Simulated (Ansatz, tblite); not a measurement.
MgS: GFN2-xTB, run from Python

These are simulated results from tblite 0.8.0, not measurements. The cell began as a database structure and was relaxed with r2SCAN in plane waves (Ansatz 0.2.0). All runs are without spin polarisation.

The symmetry is P6_3mc (No. 186, hexagonal); a = 4.029 Å, c = 6.454 Å in the conventional setting, 22.68 Å³ an atom. Mg is surrounded by 4 S at 2.45–2.46 Å; S is surrounded by 4 Mg at 2.45–2.46 Å.

tblite solves periodic systems at the zone centre alone, so the script builds a cluster of 3×3×2 conventional cells (72 atoms), which folds in a coarse mesh of k points.

The script, run.py:

```python
import json
from ase import Atoms
from ase.build import make_supercell
from ase.units import Bohr, GPa, Hartree
from tblite.interface import Calculator

atoms = Atoms(['Mg', 'Mg', 'S', 'S'],
              cell=[[4.028665, 0.0, 0.0], [-2.014332, 3.488926, 0.0], [0.0, 0.0, 6.454216]],
              scaled_positions=[[0.666667, 0.333333, 0.49712], [0.333333, 0.666667, 0.99712], [0.333333, 0.666667, 0.377879], [0.666667, 0.333333, 0.877879]],
              pbc=True)
cluster = make_supercell(atoms, [[3, 0, 0], [0, 3, 0], [0, 0, 2]])
calc = Calculator('GFN2-xTB', cluster.numbers, cluster.positions / Bohr, lattice=cluster.cell[:] / Bohr, periodic=cluster.pbc)
calc.set('temperature', 0.02 / Hartree)
calc.set('max-iter', 150)
res = calc.singlepoint()
levels = res.get('orbital-energies') * Hartree
nv = round(res.get('orbital-occupations').sum() / 2)
cells = len(cluster) // len(atoms)
out = {'energy_per_cell': res.get('energy') * Hartree / cells, 'homo': levels[nv - 1], 'lumo': levels[nv],
       'stress': (-res.get('virial') * Hartree / cluster.get_volume() / GPa).tolist(), 'charges': res.get('charges')[:len(atoms)].tolist(), 'electrons': 2 * nv / cells}
json.dump(out, open('results.json', 'w'))
for key, value in out.items():
    print(key, value)
```

Command: `python run.py`. It took 8.5 s on 1 thread of Arm Neoverse V2, on a shared host, peak memory 0.15 GiB.

The log:

```
------------------------------------------------------------
  cycle        total energy    energy error   density error
------------------------------------------------------------
      1     -126.3043847180  -1.2663522E+02   5.2072497E-01
      2     -138.8873516529  -1.2582967E+01   2.0899181E-01
      3     -139.9494626262  -1.0621110E+00   9.0526590E-02
      4     -140.0276422427  -7.8179617E-02   9.3647100E-02
      5     -140.7593697125  -7.3172747E-01   2.3513999E-02
      6     -140.7494984728   9.8712397E-03   2.4353911E-02
      7     -140.7296284826   1.9869990E-02   2.8896618E-02
      8     -140.7849295890  -5.5301106E-02   1.0206820E-02
      9     -140.7862059991  -1.2764101E-03   9.2894742E-03
     10     -140.7881125049  -1.9065058E-03   7.7346587E-03
     11     -140.7891410844  -1.0285794E-03   6.8655269E-03
     12     -140.7911569854  -2.0159010E-03   4.7935367E-03
     13     -140.7919162462  -7.5926077E-04   3.7613433E-03
     14     -140.7931317200  -1.2154739E-03   4.4965187E-04
     15     -140.7931496466  -1.7926540E-05   1.0227172E-04
     16     -140.7931502103  -5.6374287E-07   5.6370149E-05
     17     -140.7931497778   4.3257140E-07   9.8503147E-05
     18     -140.7931501268  -3.4903965E-07   6.9928784E-05
     19     -140.7931503352  -2.0842782E-07   4.6210448E-05
     20     -140.7931504374  -1.0222536E-07   2.8843113E-05
     21     -140.7931504773  -3.9812875E-08   1.8164121E-05
------------------------------------------------------------

 total:                                   7.989 sec
energy_per_cell -212.84315373463858
homo -11.909504798377968
lumo -11.156710999488777
stress [[-0.7845004233435363, 3.196837027645122e-05, -1.2437049070231176e-06], [3.19683702764511e-05, -0.7844574602172629, 7.18092727865464e-07], [-1.2437049069828588e-06, 7.180927278430545e-07, -1.4784506817075747]]
charges [0.5341234525020757, 0.5341220589450799, -0.5341159989049455, -0.5341228064618662]
electrons 16.0
```

The cycle table is in hartree for the whole cluster, and the lines after it are in eV (the energy for one cell). The printed stress is in GPa and positive in compression, and the pressure is its mean diagonal.

GFN2-xTB gives a gap of 0.75 eV. On the same cell, plane-wave PBE (Ansatz, 12×12×4 k points and the special points) gives a gap of 3.47 eV and r2SCAN a gap of 4.15 eV; on shared hosts these took about 10 and 22 core-seconds on the 4-atom cell, against 8.5 for the script. Semilocal gaps usually lie below measured ones. xTB was fitted to molecules, so gaps, charges and pressures of solids can be far off, and the gap also depends on the size of the cluster.

The same script was run on cells scaled at fixed shape and fractional coordinates:

```json
{"volume (Å³/atom)": "19.96", "energy (meV/atom)": "29.3", "pressure (GPa, positive in compression)": "5.13", "gap (eV)": "1.59"}
{"volume (Å³/atom)": "21.32", "energy (meV/atom)": "1.6", "pressure (GPa, positive in compression)": "1.54", "gap (eV)": "1.11"}
{"volume (Å³/atom)": "22.68", "energy (meV/atom)": "0.0", "pressure (GPa, positive in compression)": "-1.02", "gap (eV)": "0.75"}
{"volume (Å³/atom)": "24.04", "energy (meV/atom)": "16.8", "pressure (GPa, positive in compression)": "-2.85", "gap (eV)": "0.49"}
{"volume (Å³/atom)": "25.40", "energy (meV/atom)": "46.5", "pressure (GPa, positive in compression)": "-3.81", "gap (eV)": "0.29"}
```

A Birch-Murnaghan fit puts the minimum at 22.08 Å³/atom, 2.7 % below the given cell, with a bulk modulus of 40.6 GPa at fixed shape.

xTB was fitted mostly to molecules, and a small cluster samples few k points, so gaps, pressures and kinks along a curve can be far from a solid's.
